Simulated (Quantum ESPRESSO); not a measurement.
# Nickel: magnetism against biaxial strain, part 2 of 2

Wanted: the trend of the moments of Nickel with biaxial strain.

Quantum ESPRESSO 7.5; PBE; plane waves with GBRV 1.5 PBE potentials, no spin-orbit coupling.

So far, absolute magnetization (μB): step 2 (biaxial 0.96, ferro +) 0.68; step 5 (cell volume +17.4 %, value 1.04 factor) 0.824.

## (6) An input with a fault

As a test, an input with a fault in it is run.

Contents of pw.in:

```
&CONTROL
  calculation = 'scf'
  prefix = 'pwscf'
  outdir = './tmp'
  pseudo_dir = './pseudo'
  disk_io = 'nowf'
  tprnfor = .true.
  tstress = .true.
/
&SYSTEM
  ibrav = 0
  nat = 1
  ntyp = 1
  input_dft = 'pbe96x'
  ecutwfc = 40
  ecutrho = 280
  nbnd = 15
  occupations = 'smearing'
  smearing = 'fd'
  degauss = 0.00367493
  nspin = 2
  starting_magnetization(1) = 0.0556
/
&ELECTRONS
  conv_thr = 2d-09
  electron_maxstep = 60
  mixing_beta = 0.3
/
ATOMIC_SPECIES
Ni     58.6934 ni_pbe_v1.4.uspp.F.UPF
CELL_PARAMETERS angstrom
   0.0000000000    1.7619350000    1.7619350000
   1.7619350000    0.0000000000    1.7619350000
   1.7619350000    1.7619350000    0.0000000000
ATOMIC_POSITIONS crystal
Ni      0.0000000000    0.0000000000    0.0000000000
K_POINTS automatic
14 14 14 0 0 0
```

Command:

```console
$ OMP_NUM_THREADS=1 mpirun -n 2 pw.x -nk 2 -in pw.in > pw.out
```

Output:

```text
[banner, memory and clock lines left out]
Program PWSCF v.7.5 starts

     IMPORTANT: XC functional enforced from input :
     Exchange-correlation= PBE96X
                           (   0   0   3   4   0   0   0)
     Any further DFT definition will be discarded
     Please, verify this is what you really want

     Message from routine setup:
     using ibrav=0 with symmetry is DISCOURAGED, use correct ibrav instead

     bravais-lattice index     =            0
     lattice parameter (alat)  =       4.7087  a.u.
     unit-cell volume          =      73.8238 (a.u.)^3
     number of atoms/cell      =            1
     number of atomic types    =            1
     number of electrons       =        18.00
     number of Kohn-Sham states=           15
     kinetic-energy cutoff     =      40.0000  Ry
     charge density cutoff     =     280.0000  Ry
     scf convergence threshold =      2.0E-09
     mixing beta               =       0.3000
     number of iterations used =            8  plain     mixing
     Exchange-correlation= PBE96X
                           (   0   0   3   4   0   0   0)

     [... lines left out ...]
     PseudoPot. # 1 for Ni read from file:
     ni_pbe_v1.4.uspp.F.UPF
     Pseudo is Ultrasoft + core correction, Zval = 18.0

     atomic species   valence    mass     pseudopotential
     Ni               18.00    58.69340     Ni( 1.00)

     Starting magnetic structure
     atomic species   magnetization
     Ni              0.056

     48 Sym. Ops., with inversion, found

   Cartesian axes

     site n.     atom                  positions (alat units)
         1        Ni     tau(   1) = (   0.0000000   0.0000000   0.0000000  )

     number of k points=   104  Fermi-Dirac smearing, width (Ry)=  0.0037

     Number of k-points >= 100: set verbosity='high' to print them.

     Dense  grid:     5817 G-vectors     FFT dimensions: (  25,  25,  25)

     Smooth grid:     2565 G-vectors     FFT dimensions: (  20,  20,  20)

     Check: negative core charge=   -0.000020
     Generating pointlists ...
     new r_m :   0.4125 (alat units)  1.9424 (a.u.) for type    1

     Initial potential from superposition of free atoms

     starting charge      16.0000, renormalised to      18.0000
     Starting wfcs are   13 randomized atomic wfcs +    2 random wfcs

     Self-consistent Calculation

     iteration #  1     ecut=    40.00 Ry     beta= 0.30
     Davidson diagonalization with overlap
     ethr =  1.00E-02,  avg # of iterations =  4.9

     total energy              =    -302.33559895 Ry
     estimated scf accuracy    <      56.96298884 Ry

     total magnetization       =    -0.00 Bohr mag/cell
     absolute magnetization    =     0.01 Bohr mag/cell

     [... further iterations left out ...]

     iteration # 11     ecut=    40.00 Ry     beta= 0.30
     Davidson diagonalization with overlap
     ethr =  1.73E-10,  avg # of iterations =  2.0

     Magnetic moment per site  (integrated on atomic sphere of radius R)
     atom   1 (R=0.412)  charge= 16.1611  magn=  0.0000

     End of self-consistent calculation

     Number of k-points >= 100: set verbosity='high' to print the bands.

     the Fermi energy is    35.5393 ev

!    total energy              =    -309.44647742 Ry
     estimated scf accuracy    <          7.2E-10 Ry
     smearing contrib. (-TS)   =      -0.00184980 Ry
     internal energy E=F+TS    =    -309.44462762 Ry

     The total energy is F=E-TS. E is the sum of the following terms:
     one-electron contribution =    -174.19117316 Ry
     hartree contribution      =      88.23975327 Ry
     xc contribution           =      -0.41736611 Ry
     ewald contribution        =    -223.07584162 Ry

     total magnetization       =     0.00 Bohr mag/cell
     absolute magnetization    =     0.00 Bohr mag/cell

     convergence has been achieved in  11 iterations

     Forces acting on atoms (cartesian axes, Ry/au):

     atom    1 type  1   force =     0.00000000    0.00000000    0.00000000

     Total force =     0.000000     Total SCF correction =     0.000000

     Computing stress (Cartesian axis) and pressure

          total   stress  (Ry/bohr**3)                   (kbar)     P=     2122.18
   0.01442631  -0.00000000   0.00000000         2122.18       -0.00        0.00
  -0.00000000   0.01442631   0.00000000           -0.00     2122.18        0.00
   0.00000000   0.00000000   0.01442631            0.00        0.00     2122.18
```

Run time: 5.2 s. Hardware: 2 MPI ranks of Intel Xeon 6975P-C (Granite Rapids), shared host; peak memory 0.14 GiB; 10 s of CPU time.

Convergence was reached, yet the input spoils the result.

The fault in the input: a mistyped functional, which the program reads as gradient terms without local exchange and correlation.

The two runs compared:

| quantity | this run | same start on sound input | difference |
| --- | --- | --- | --- |
| largest moment (μB) | 0 | 0.70663 | -0.707 |
| magnetization (μB) | 0 | 0.663 | -0.663 |
| absolute magnetization (μB) | 0 | 0.767 | -0.767 |

The two runs differ clearly in the largest moment: 0 μB against 0.707 μB.

## (7) The series

The runs not shown differ from these in the moved quantity alone.

Weakly magnetic means a largest site moment between 0.06 and 0.15 μB, which need not be converged. States, by row:

| biaxial | ferro + | antiferro q=(0,1/2,1/2) +- | no spin polarisation |
| --- | --- | --- | --- |
| 0.96 | ferromagnetic | non-magnetic | non-magnetic |
| 0.98 | ferromagnetic | non-magnetic | non-magnetic |
| 1 | ferromagnetic | non-magnetic | non-magnetic |
| 1.02 | ferromagnetic | non-magnetic | non-magnetic |
| 1.04 | ferromagnetic | weakly magnetic | non-magnetic |

The largest site moment by biaxial:

| biaxial (factor) | ferro + (μB) | antiferro q=(0,1/2,1/2) +- (μB) |
| --- | --- | --- |
| 0.9600 | 0.628 | 1.4e-4 |
| 0.9800 | 0.661 | 1.1e-4 |
| 1.0000 | 0.707 | 0.00106 |
| 1.0200 | 0.741 | 0.0383 |
| 1.0400 | 0.758 | 0.136 |

Energy less that of the parallel start against biaxial; values in meV a seeded atom:

| biaxial (factor) | antiferro q=(0,1/2,1/2) +- | no spin polarisation |
| --- | --- | --- |
| 0.9600 | 46.8 | 46.8 |
| 0.9800 | 51.0 | 50.9 |
| 1.0000 | 54.7 | 54.7 |
| 1.0200 | 58.5 | 58.4 |
| 1.0400 | 61.7 | 61.8 |

Energy over the lowest against biaxial; values in meV an atom:

| biaxial (factor) | ferro + | antiferro q=(0,1/2,1/2) +- | no spin polarisation |
| --- | --- | --- | --- |
| 0.9600 | 48.1 | 94.9 | 94.9 |
| 0.9800 | 9.95 | 60.9 | 60.9 |
| 1.0000 | 0 | 54.7 | 54.7 |
| 1.0200 | 12.7 | 71.2 | 71.2 |
| 1.0400 | 44.5 | 106 | 106 |

## (8) What came out

```yaml
moment_parallel_start: 0.628 to 0.758 μB
states_met_from_these_starts: ferromagnetic, non-magnetic and weakly magnetic
```

**Reading.** The moment of the parallel start goes from 0.628 μB at 0.96 to 0.758 μB at 1.04. The net moment of the cell goes from 0.588 to 0.71 μB. The radius of the spheres follows the nearest distance, so part of the change of the site moments is the spheres'. Some or all runs of the second start lost their moments or typed signs, and their energies are those of the state reached. The largest moment of the start antiferro q=(0,1/2,1/2) +- lies between 1.1e-4 and 0.136 μB. The start antiferro q=(0,1/2,1/2) +- lies over the parallel one at every finished point, by 46.8 to 61.7 meV a seeded atom.

[Logs and program files are shortened in this print: banners, set-up blocks, solver, clock and traceback lines can be left out without a mark of their own.]

[Logs are printed without paths, hosts, clocks, repeated set-up lines and the standing remarks that a program may print on its own settings, such as how far it seeks lower states.]

[Hosts, paths, dates, database ids (printed as entryN), source tags and the programs' standing remarks are cut or masked in the printed files.]

[Where a cell is said to come from a database of computed structures, the database is the Materials Project.]
